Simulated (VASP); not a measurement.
# GaAs: band structure with PBE

**Measured values to compare with.**

From “Evidence of valence band perturbations in GaAsN/GaAs(001): A combined variable-angle spectroscopic ellipsometry and modulated photoreflectance investigation”, 2008, arxiv:0805.2212, for a bulk crystal of GaAs at 300 K: band gap 1.418 ± 0.005 eV (direct).

The system is GaAs.

```
CELL_PARAMETERS angstrom
0.00000 2.83140 2.83140
2.83140 0.00000 2.83140
2.83140 2.83140 0.00000
ATOMIC_POSITIONS crystal
Ga 0.00000 0.00000 0.00000
As 0.25000 0.25000 0.25000
```

```json
{
  "Program": "VASP 6.6.1",
  "Task": "band structure",
  "Functional": "PBE",
  "Potentials or basis": "VASP PAW PBE potentials, release 64 (Ga_d, As)",
  "Cutoff": "520 eV",
  "k mesh": "10 × 10 × 10",
  "Occupations": "gaussian, width 0.03 eV",
  "Spin": "no spin polarisation",
  "Further INCAR settings": "ALGO = Normal; EDIFF = 1e-06"
}
```

```json
{"Pressure": "3.1 GPa", "Band gap on the k mesh": "0.48 eV, direct", "Band gap along the path": "0.48 eV, direct"}
```

Levels at the corners of the path, in eV from the valence-band top:
```
point  band 5  band 6  band 7  band 8  band 9  band 10  band 11  band 12  band 13
    Γ  -14.72  -12.69    0.00    0.00    0.00     0.48     3.73     3.73     3.73
    X  -14.71  -10.21   -6.80   -2.66   -2.66     1.47     1.66    10.13    10.13
    X  -14.71  -10.21   -6.80   -2.66   -2.66     1.47     1.66    10.13    10.13
    W  -14.72  -10.15   -6.61   -3.51   -3.32     4.60     4.72     5.39     6.03
    W  -14.72  -10.15   -6.61   -3.51   -3.32     4.60     4.72     5.39     6.03
    K  -14.71  -10.24   -6.61   -3.83   -2.24     1.96     4.62     7.92     8.03
    K  -14.71  -10.24   -6.61   -3.83   -2.24     1.96     4.62     7.92     8.03
    Γ  -14.72  -12.69    0.00    0.00    0.00     0.48     3.73     3.73     3.73
    Γ  -14.72  -12.69    0.00    0.00    0.00     0.48     3.73     3.73     3.73
    L  -14.72  -10.94   -6.61   -1.13   -1.13     0.99     4.63     4.63     7.75
    L  -14.72  -10.94   -6.61   -1.13   -1.13     0.99     4.63     4.63     7.75
    U  -14.71  -10.24   -6.61   -3.83   -2.24     1.96     4.62     7.92     8.03
    U  -14.71  -10.24   -6.61   -3.83   -2.24     1.96     4.62     7.92     8.03
    W  -14.72  -10.15   -6.61   -3.51   -3.32     4.60     4.72     5.39     6.03
    W  -14.72  -10.15   -6.61   -3.51   -3.32     4.60     4.72     5.39     6.03
    L  -14.72  -10.94   -6.61   -1.13   -1.13     0.99     4.63     4.63     7.75
    L  -14.72  -10.94   -6.61   -1.13   -1.13     0.99     4.63     4.63     7.75
    K  -14.71  -10.24   -6.61   -3.83   -2.24     1.96     4.62     7.92     8.03
    U  -14.71  -10.24   -6.61   -3.83   -2.24     1.96     4.62     7.92     8.03
    X  -14.71  -10.21   -6.80   -2.66   -2.66     1.47     1.66    10.13    10.14
```

Wall time 15 s on 4 MPI ranks on Intel(R) Xeon(R) 6975P-C (Granite Rapids), on a shared host, peak memory 0.2 GiB a rank.

Measured gap of GaAs: 1.418 eV (direct; 300 K; “Evidence of valence band perturbations in GaAsN/GaAs(001): A combined variable-angle spectroscopic ellipsometry and modulated photoreflectance investigation”, 2008, arxiv:0805.2212). This calculation gives 0.48 eV (-0.93 eV). 3 values of this kind are on record (1.412 to 1.51 eV); this one was drawn at random among those near their median, those with a stated uncertainty first. Spin-orbit coupling on As, Ga is left out. The value is that of PBE, without temperature or zero-point motion. Semilocal functionals fall short of measured gaps as a rule.
